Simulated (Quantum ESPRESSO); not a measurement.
## MgS in Quantum ESPRESSO: the effect of target pressure

Crystal: MgS.

```xyz
2
Lattice="0.0000 2.8331 2.8331 2.8331 0.0000 2.8331 2.8331 2.8331 0.0000" Properties=species:S:1:pos:R:3 pbc="T T T"
S     1.4166    1.4166    1.4166
Mg    0.0000    0.0000    0.0000
```

The cell comes from a database or a generator and needn't be the stable form of this composition.

Alike in all runs:

| Property | Result |
| --- | --- |
| Program | Quantum ESPRESSO 7.5 |
| Task | phonons |
| Functional | LDA |
| Potentials or basis | PseudoDojo 0.4.1 SR LDA standard |
| Cutoff | 1143 eV |
| Density cutoff | 4572 eV |
| k mesh | 4 × 4 × 4, shifted |
| Occupations | fermi-dirac, width 0.05 eV |
| Spin | no spin polarisation |

Each run relaxes the cell or the atoms first.

Task: One run gave: relaxed volume 13.43 Å³/atom; dielectric constant 4.88 mean; highest phonon frequency 659 cm⁻¹. Which target pressure did it use?
A. 0 GPa
B. 10 GPa
C. 25 GPa
D. 80 GPa
E. 50 GPa

Result: D.

```tsv
target pressure	relaxed volume (Å³/atom)	dielectric constant (mean)	highest phonon frequency (cm⁻¹)
0 GPa	21.91	4.20	343
10 GPa	19.31	4.27	414
25 GPa	17.11	4.40	488
50 GPa	14.99	4.62	578
80 GPa	13.43	4.88	659
```

Caveats: the volume moved by over 15 % at a fixed basis, so the end points are rough (some runs); the cell is more than 3 GPa from zero pressure, which shifts response properties (some runs).
